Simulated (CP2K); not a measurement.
Crystal: CuAu.

```xyz
2
Lattice="4.5707 0.0000 0.0000 3.6595 2.7385 0.0000 3.6595 1.2177 2.4529" Properties=species:S:1:pos:R:3 pbc="T T T"
Au    0.0000    0.0000    0.0000
Cu    5.9449    1.9781    1.2264
```

The cell comes from a database or a generator and needn't be the stable form of this composition.

Base run:

| Quantity | Value |
| --- | --- |
| Program | CP2K 2026.2 |
| Functional | PBE |
| Potentials or basis | GTH_POTENTIALS Au GTH-PBE-q11, Cu GTH-PBE-q11; DZVP-MOLOPT-SR-GTH basis |
| Density cutoff | 6803 eV |
| k mesh | 11 × 11 × 11 |
| Occupations | fermi-dirac, width 0.05 eV |
| Spin | no spin polarisation |

Its results: band gap on the k mesh none (metal or under the smearing width); pressure 4.2 GPa.

Question: The run is repeated on the same cell with these changes: potentials or basis from GTH_POTENTIALS Au GTH-PBE-q11, Cu GTH-PBE-q11; DZVP-MOLOPT-SR-GTH basis to GTH_POTENTIALS Au GTH-PBE-q11, Cu GTH-PBE-q11; TZVP-MOLOPT-SR-GTH basis; basis sets from Au DZVP-MOLOPT-SR-GTH-q11, Cu DZVP-MOLOPT-SR-GTH-q11 to Au TZVP-MOLOPT-SR-GTH-q11, Cu TZVP-MOLOPT-SR-GTH-q11. What comes out?

Answer: Band gap on the k mesh none (metal or under the smearing width); pressure 3.2 GPa.

Caveats: the basis of atomic orbitals isn't converged, which shifts pressures, moduli and gaps.
